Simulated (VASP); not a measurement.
# VASP 6.6.1 run: TlBr

INCAR

```
NBANDS = 17
LCHARG = .FALSE.
ISMEAR = -1
IBRION = -1
LWAVE = .FALSE.
EDIFF = 1E-7
LREAL = .FALSE.
PREC = Accurate
ISIF = 2
GGA = PE
NELM = 97
ENCUT = 45
SIGMA = 0.02
LASPH = .TRUE.
NSW = 0
```

KPOINTS

```
KPOINTS created by Atomic Simulation Environment
0
Gamma
6 6 6
0 0 0
```

POSCAR

```
Tl Br
 1.0000000000000000
     4.0500361248000001    0.0000000000000000    0.0000000000000000
     0.0000000000000000    4.0500361248000001    0.0000000000000000
     0.0000000000000000    0.0000000000000000    4.0500361248000001
 Tl  Br
   1   1
Cartesian
  0.0000000000000000  0.0000000000000000  0.0000000000000000
  2.0250180623999996  2.0250180623999996  2.0250180623999996
```

The recommended PBE PAW datasets give the neutral cell 20 valence electrons.

Command

```
mpirun -np 1 vasp_std
```

OSZICAR

```
N       E                     dE             d eps       ncg     rms          rms(c)
DAV:   1     0.726983012062E+00    0.72698E+00   -0.13435E+03   842   0.130E+02
DAV:   2    -0.783334556769E+01   -0.85603E+01   -0.82763E+01   790   0.350E+01
DAV:   3    -0.788110949424E+01   -0.47764E-01   -0.47747E-01   809   0.241E+00
DAV:   4    -0.788111898005E+01   -0.94858E-05   -0.94864E-05   827   0.314E-02
DAV:   5    -0.788111898494E+01   -0.48917E-08   -0.45180E-08   662   0.480E-04    0.157E+02
DAV:   6     0.131262385122E+03    0.13914E+03   -0.12680E+02   718   0.443E+01    0.127E+02
DAV:   7     0.170626463310E+03    0.39364E+02   -0.26898E+01   756   0.241E+01    0.584E+01
```

Standard output (part)

```
POSCAR found type information on POSCAR TlBr
 POSCAR found :  2 types and       2 ions
 LDA part: xc-table for (Slater+PW92), standard interpolation
 POSCAR, INCAR and KPOINTS ok, starting setup
 WAVECAR not read
 entering main loop
|     EEEEEEE  RRRRRR   RRRRRR   OOOOOOO  RRRRRR      ###     ###     ###     |
|     E        R     R  R     R  O     O  R     R     ###     ###     ###     |
|     E        R     R  R     R  O     O  R     R     ###     ###     ###     |
|     EEEEE    RRRRRR   RRRRRR   O     O  RRRRRR       #       #       #      |
|     E        R    R   R    R   O     O  R    R      ###     ###     ###     |
|     EEEEEEE  R     R  R     R  OOOOOOO  R     R     ###     ###     ###     |
|     EDDAV: Call to ZHEGV failed. Returncode = 1 2 16                        |
|       ---->  I REFUSE TO CONTINUE WITH THIS SICK JOB ... BYE!!! <----       |
```

VASP stopped with an error.

Task: Find the fault in these files.

Result: Cutoff far too low. VASP stopped with an error.
